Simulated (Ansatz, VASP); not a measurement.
## Two plane-wave programs on HfC

```xyz
2
Lattice="0.0000 2.3257 2.3257 2.3257 0.0000 2.3257 2.3257 2.3257 0.0000" Properties=species:S:1:pos:R:3 pbc="T T T"
Hf    0.0000    0.0000    0.0000
C     2.3257    2.3257    2.3257
```

Alike in both runs: functional PBE; k mesh 20 × 20 × 20; occupations gaussian, width 0.1 eV; no spin polarisation.

Ansatz relaxed the structure, and its values are those at the end. VASP's run is a single point on that final structure, the one shown.

|  | VASP | Ansatz |
| --- | --- | --- |
| version | VASP 6.6.1 | Ansatz 0.2.0 |
| potentials or method | VASP PAW PBE potentials, release 64 (Hf_pv, C) | scalar-relativistic, plane waves, PAW |
| plane-wave cutoff (eV) | 520 | 420 |
| valence electrons in the cell | 14 | 30 |

Ansatz gave:

- gap on the k mesh at the Fermi level (eV): none
- pressure (GPa): 0.0

**Question.** What did VASP give for the same quantities?

**Answer.** gap on the k mesh at the Fermi level (eV): none; pressure (GPa): -0.7.

A gap of «none» marks a metal or a gap that the smearing closes. The two sets of potentials don't hold the same shells in valence.

The runs have no spin-orbit coupling, so splittings on Hf are missing.
